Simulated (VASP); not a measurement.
# Pd in VASP: a series of runs, part 2 of 2

VASP 6.6.1. The steps go on from the part before.

## Step 4: Single point, PBEsol

INCAR reads:

```
SYSTEM = Pd
ALGO = Normal
DIPOL = 0.5 0.5 0.500
EDIFF = 1E-7
ENCUT = 520
GGA = PS
ICORELEVEL = 1
IDIPOL = 3
ISIF = 2
ISMEAR = 1
KPAR = 2
LASPH = .True.
LCHARG = .False.
LDIPOL = .True.
LREAL = .False.
LVACPOTAV = .True.
LVHAR = .True.
LWAVE = .False.
NELM = 80
PREC = Accurate
SIGMA = 0.1
```

KPOINTS reads:

```
k-points
0
Gamma
  15 15 1
  0 0 0
```

POSCAR reads:

```
Pd                                      
1.0
    2.7389767000      0.0000000000      0.0000000000
   -1.3694883500      2.3720234000      0.0000000000
    0.0000000000      0.0000000000     26.1818255700
  Pd            
     6
Direct
     0.6666666699999979    0.3333333300000021    0.2863198358411240
     0.3333333300000021    0.6666666699999979    0.3721806353176315
     0.0000000000000000    0.0000000000000000    0.4573302213129910
     0.6666666699999979    0.3333333300000021    0.5426697786870089
     0.3333333300000021    0.6666666699999979    0.6278193646823687
     1.0000000000000000    0.0000000000000000    0.7136801641588760
```

Potentials or basis: VASP PAW PBE potentials, release 64 (Pd).

On the command line:

```console
cat potpaw_PBE.64/Pd/POTCAR > POTCAR
mpirun -np 2 vasp_std > vasp.out
```

OUTCAR:

```text
SYSTEM = Pd
   EDIFF = 1E-7
   ENCUT = 520
   GGA = PS
   ISIF = 2
   ISMEAR = 1
   LASPH = .True.
   LREAL = .False.
   NELM = 80
   PREC = Accurate

 ion  position               nearest neighbor table
   1  0.667  0.333  0.286-   2 2.75   2 2.75   2 2.75
   2  0.333  0.667  0.372-   3 2.73   3 2.73   3 2.73   1 2.75   1 2.75   1 2.75
   3  0.000  0.000  0.457-   2 2.73   2 2.73   2 2.73   4 2.74   4 2.74   4 2.74
   4  0.667  0.333  0.543-   5 2.73   5 2.73   5 2.73   3 2.74   3 2.74   3 2.74
   5  0.333  0.667  0.628-   4 2.73   4 2.73   4 2.73   6 2.75   6 2.75   6 2.75
   6  0.000  0.000  0.714-   5 2.75   5 2.75   5 2.75

  LATTYP: Found a hexagonal cell.
 ALAT       =     2.7389767000
 C/A-ratio  =     9.5589807573

  Lattice vectors:

 A1 = (   2.7389767000,   0.0000000000,   0.0000000000)
 A2 = (  -1.3694883500,   2.3720234000,   0.0000000000)
 A3 = (   0.0000000000,   0.0000000000,  26.1818255700)

Analysis of symmetry for initial positions (statically):
=====================================================================
 Subroutine PRICEL returns:
 Original cell was already a primitive cell.

 Routine SETGRP: Setting up the symmetry group for a
 hexagonal supercell.

 Subroutine GETGRP returns: Found 12 space group operations
 (whereof  6 operations were pure point group operations)
 out of a pool of 24 trial point group operations.

The static configuration has the point symmetry C_3v.
 The point group associated with its full space group is D_3d.

Analysis of symmetry for dynamics (positions and initial velocities):
=====================================================================
 Subroutine PRICEL returns:
 Original cell was already a primitive cell.

 Routine SETGRP: Setting up the symmetry group for a
 hexagonal supercell.

 Subroutine GETGRP returns: Found 12 space group operations
 (whereof  6 operations were pure point group operations)
 out of a pool of 24 trial point group operations.

The dynamic configuration has the point symmetry C_3v.
 The point group associated with its full space group is D_3d.

 Subroutine INISYM returns: Found 12 space group operations
 (whereof  6 operations are pure point group operations),
 and found     1 'primitive' translations

----------------------------------------------------------------------------------------

                                     Primitive cell

  volume of cell :     170.1011

  direct lattice vectors                    reciprocal lattice vectors
     2.738976700  0.000000000  0.000000000     0.365099856  0.210790501  0.000000000
    -1.369488350  2.372023400  0.000000000     0.000000000  0.421581001  0.000000000
     0.000000000  0.000000000 26.181825570     0.000000000  0.000000000  0.038194434

  length of vectors
     2.738976700  2.738976698 26.181825570     0.421581001  0.421581001  0.038194434

  position of ions in fractional coordinates (direct lattice)
     0.666666670  0.333333330  0.286319836
     0.333333330  0.666666670  0.372180635
     0.000000000  0.000000000  0.457330221
     0.666666670  0.333333330  0.542669779
     0.333333330  0.666666670  0.627819365
     0.000000000  0.000000000  0.713680164

  ion indices of the primitive-cell ions
[... 73 lines left out ...]
   ISPIN  =      1    spin polarized calculation?
   LNONCOLLINEAR =      F non collinear calculations
   LSORBIT =      F    spin-orbit coupling
   LASPH  =      T    aspherical Exc in radial PAW
   ENCUT  =  520.0 eV  38.22 Ry    6.18 a.u.   5.09  5.09 48.68*2*pi/ulx,y,z
   NELM   =     80;   NELMIN=  2; NELMDL= -5     # of ELM steps
   EDIFF  = 0.1E-06   stopping-criterion for ELM
   LREAL  =      F    real-space projection
   EDIFFG = 0.1E-05   stopping-criterion for IOM
   NSW    =      0    number of steps for IOM
   IBRION =     -1    ionic relax: 0-MD 1-quasi-New 2-CG
   NFREE  =      0    steps in history (QN), initial steepest desc. (CG)
   ISIF   =      2    stress and relaxation
   ISYM   =      2    0-nonsym 1-usesym 2-fastsym
   POTIM  = 0.5000    time-step for ionic-motion
   TEBEG  =    0.0;   TEEND  =   0.0 temperature during run
   PSTRESS=    0.0 pullay stress
   NELECT =      60.0000    total number of electrons
   NUPDOWN=      -1.0000    fix difference up-down
   EMIN   =  10.00;   EMAX   =-10.00  energy-range for DOS
   EFERMI =   0.00;   METHOD = LEGACY
   ISMEAR =     1;   SIGMA  =   0.10  broadening in eV -4-tet -1-fermi 0-gaus
   EFERMI_NEDOS =   21; number of points for ismear=-14 and -15
   IALGO  =     38    algorithm
   IMIX   =      4    mixing-type and parameters
     AMIX     =   0.40;   BMIX     =  1.00
     AMIX_MAG =   1.60;   BMIX_MAG =  1.00
  volume/ion in A,a.u.               =      28.35       191.32
  Fermi-wavevector in a.u.,A,eV,Ry     =   1.156706  2.185857 18.204158  1.337968
  Thomas-Fermi vector in A             =   2.293323
   LORBIT       =      0    0 simple, 1 ext, 2 COOP (PROOUT), +10 PAW based schemes
   GGA     = PS    functional components
   LHFCALC =     F    Hartree Fock is set to
   AEXX    =    0.0000 exact exchange contribution
   IVDW    =     0    specifies the selected vdW correction
   LEPSILON=     F    determine dielectric tensor
   LRPA    =     F    only Hartree local field effects (RPA)
 non-spin polarized calculation
 Methfessel and Paxton  Order N= 1 SIGMA  =   0.10
  energy-cutoff  :      520.00
  volume of cell :      170.10
 maximum number of plane-waves:      4619
   NGX = 11   NGY = 11   NGZ = 97

 number of electron      59.9999995 magnetization

 dipolmoment           0.000000      0.000000     -0.000001 electrons x Angstroem

 Free energy of the ion-electron system (eV)
  ---------------------------------------------------
  ext. energy  EPLUGINS =         0.00000000
  ---------------------------------------------------
  free energy    TOTEN  =       -34.39562904 eV

  energy without entropy =      -34.39323933  energy(sigma->0) =      -34.39483247

 the core state eigenenergies are
   1-  1s -24157.7288  2s  -3524.0487  2p  -3158.8070  3s   -632.4177  3p   -512.4150
       3d   -321.9631  4s    -81.3630  4p    -47.0699
   2-  1s -24158.1348  2s  -3524.4919  2p  -3159.2474  3s   -632.8466  3p   -512.8439
       3d   -322.3956  4s    -81.7588  4p    -47.4550
   3-  1s -24158.1566  2s  -3524.5172  2p  -3159.2724  3s   -632.8720  3p   -512.8693
       3d   -322.4212  4s    -81.7857  4p    -47.4826
   4-  1s -24158.1566  2s  -3524.5172  2p  -3159.2724  3s   -632.8720  3p   -512.8693
       3d   -322.4212  4s    -81.7857  4p    -47.4826
   5-  1s -24158.1348  2s  -3524.4919  2p  -3159.2474  3s   -632.8466  3p   -512.8439
       3d   -322.3956  4s    -81.7589  4p    -47.4551
   6-  1s -24157.7289  2s  -3524.0488  2p  -3158.8070  3s   -632.4177  3p   -512.4151
       3d   -321.9631  4s    -81.3630  4p    -47.0700

 E-fermi :   2.4551     XC(G=0):  -7.5510

 val. band max:        2.4502206054   @ k =   0.4000   0.0000   0.0000
 cond. band min:       2.4633607252   @ k =   0.4000   0.2000   0.0000
 fundamental gap:      0.0131401198
 Fermi energy:         2.4550821205

 k-point     1 :       0.0000    0.0000    0.0000
  band No.  band energies     occupation
      1      -4.6691      2.00000
      2      -4.0156      2.00000
      3      -3.2553      2.00000
      4      -2.9768      2.00000
      5      -2.6786      2.00000
      6      -2.6564      2.00000
[... 925 lines left out ...]
     35       8.0561      0.00000
     36       8.3822      0.00000

 [... further k-points ...]

------------------------ aborting loop because EDIFF is reached ----------------------------------------

  FORCE on cell =-STRESS in cart. coord.  units (eV):
  Direction    XX          YY          ZZ          XY          YZ          ZX
  --------------------------------------------------------------------------------------
  -------------------------------------------------------------------------------------
  Total       -2.5469900     -2.5469900     -0.2432776      0.0000000      0.0000000      0.0000000
  in kB      -23.9900193    -23.9900193     -2.2914243      0.0000000      0.0000000      0.0000000
  external PRESSURE =     -16.7571543 kB  Pullay stress =       0.0000000 kB

 VOLUME and BASIS-vectors are now :
 -----------------------------------------------------------------------------
  energy-cutoff  :      520.00
  volume of cell :      170.10
      direct lattice vectors                 reciprocal lattice vectors
     2.738976700  0.000000000  0.000000000     0.365099856  0.210790501  0.000000000
    -1.369488350  2.372023400  0.000000000     0.000000000  0.421581001  0.000000000
     0.000000000  0.000000000 26.181825570     0.000000000  0.000000000  0.038194434

 POSITION                                       TOTAL-FORCE (eV/Angst)
 -----------------------------------------------------------------------------------
      1.36949      0.79067      7.49638         0.000000      0.000000      0.010382
     -0.00000      1.58135      9.74437        -0.000000      0.000000      0.006419
      0.00000      0.00000     11.97374         0.000000     -0.000000      0.013512
      1.36949      0.79067     14.20809        -0.000000      0.000000     -0.013512
     -0.00000      1.58135     16.43746         0.000000     -0.000000     -0.006419
      0.00000      0.00000     18.68545        -0.000000      0.000000     -0.010382
 -----------------------------------------------------------------------------------
    total drift:                               -0.000000      0.000000     -0.000185

  FREE ENERGIE OF THE ION-ELECTRON SYSTEM (eV)
  ---------------------------------------------------
  free  energy   TOTEN  =       -34.3956290419 eV

  energy  without entropy=      -34.3932393291  energy(sigma->0) =      -34.39483247

 vacuum level on the upper side and lower side of the slab         7.799         7.800
```

Wall time 92 s (2 MPI ranks of AMD EPYC 9R45 (Zen 5), shared host); peak memory 0.3 GiB.

What came out:

```
Free energy                     : -34.3956 eV
Largest force                   : 0.014 eV/Å
Band gap on the k mesh          : none (metal or under the smearing width)
Work function of the upper face : 5.34 eV
Work function of the lower face : 5.34 eV
```

Forces in eV/Å, atoms in the order of the input:
```
Pd   0.000  0.000  0.010
Pd   0.000  0.000  0.006
Pd   0.000  0.000  0.014
Pd   0.000  0.000 -0.014
Pd   0.000  0.000 -0.006
Pd   0.000  0.000 -0.010
```

Levels at points of the mesh, in eV from the Fermi level:
| k point | band 26 | band 27 | band 28 | band 29 | band 30 | band 31 | band 32 | band 33 |
| --- | --- | --- | --- | --- | --- | --- | --- | --- |
| (0.00, 0.00, 0.00) | -1.22 | -0.98 | -0.98 | -0.84 | -0.60 | -0.60 | -0.22 | -0.22 |

Core levels (eV, on the scale of the bands):
| atom | levels |
| --- | --- |
| 1 Pd | 1s -24157.7, 2s -3524.0, 2p -3158.8, 3s -632.4, 3p -512.4, 3d -322.0, 4s -81.4, 4p -47.1 |
| 2 Pd | 1s -24158.1, 2s -3524.5, 2p -3159.2, 3s -632.8, 3p -512.8, 3d -322.4, 4s -81.8, 4p -47.5 |
| 3 Pd | 1s -24158.2, 2s -3524.5, 2p -3159.3, 3s -632.9, 3p -512.9, 3d -322.4, 4s -81.8, 4p -47.5 |
| 4 Pd | 1s -24158.2, 2s -3524.5, 2p -3159.3, 3s -632.9, 3p -512.9, 3d -322.4, 4s -81.8, 4p -47.5 |
| 5 Pd | 1s -24158.1, 2s -3524.5, 2p -3159.2, 3s -632.8, 3p -512.8, 3d -322.4, 4s -81.8, 4p -47.5 |
| 6 Pd | 1s -24157.7, 2s -3524.0, 2p -3158.8, 3s -632.4, 3p -512.4, 3d -322.0, 4s -81.4, 4p -47.1 |

Caveat: the PAW data sets were made with another functional, which shifts forces and pressure a little.
